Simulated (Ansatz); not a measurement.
What a trial cell of InPd relaxes into

Method: DFT PBE, scalar-relativistic, plane waves, PAW in Ansatz 0.2.0. Cutoff 420 eV, Γ-centred k mesh, Gaussian smearing, no spin polarisation in the final step.

The start puts InPd on the tenorite structure type (C2/c, No. 15), with In in place of Cu, Pd in place of O, at a guessed volume.

```
In Pd
1.0
     2.80988   -2.05331    0.00000
     2.80988    2.05331    0.00000
    -1.01991    0.00000    6.06871
In Pd
2 2
Direct
  0.00000 0.50000 0.00000
  0.50000 0.00000 0.50000
  0.58160 0.41840 0.25000
  0.41840 0.58160 0.75000
```

Cell and atoms relax at zero pressure; the relaxation can't lower the symmetry of the start. After a coarse first stage the cell is made exact in the group found at 0.06 Å.

Formation energies are uncorrected and refer to the elements' standard structures at the same level.

(1) What does it relax into?

(2) What are its volume, energy, density and gap?

## Answers

(1) It ends in R-3m (No. 166). The result has the CuPt (L1_1) structure. Conventional cell: a = 3.180 Å, c = 12.856 Å. Around In lie 6 Pd at 2.82 Å and 6 In at 3.18 Å; Pd has 6 In at 2.82 Å and 6 Pd at 3.18 Å.

```cif
data_structure
_symmetry_space_group_name_H-M 'R-3m:H'
_symmetry_Int_Tables_number 166
_cell_length_a 3.1805
_cell_length_b 3.1805
_cell_length_c 12.8556
_cell_angle_alpha 90.000
_cell_angle_beta 90.000
_cell_angle_gamma 120.000
_cell_volume 112.62
loop_
_atom_site_label
_atom_site_type_symbol
_atom_site_symmetry_multiplicity
_atom_site_Wyckoff_symbol
_atom_site_fract_x
_atom_site_fract_y
_atom_site_fract_z
_atom_site_occupancy
In1 In 3 a 0.00000 0.00000 0.00000 1
Pd1 Pd 3 b 0.66667 0.33333 0.83333 1
```

(2) The volume per atom is 18.77 Å³ and the density is 9.79 g/cm³. The energy over the elements is -0.37 eV/atom and the gap on the 20×20×14 mesh is 0 eV (a metal).

The final run used a 20×20×14 mesh on its 2-atom cell and 0.10 eV smearing. For metals, differences of a few meV/atom aren't resolved. A structure relaxed within its symmetry needn't be a true minimum. The steps took of the order of 9 core-minutes in all.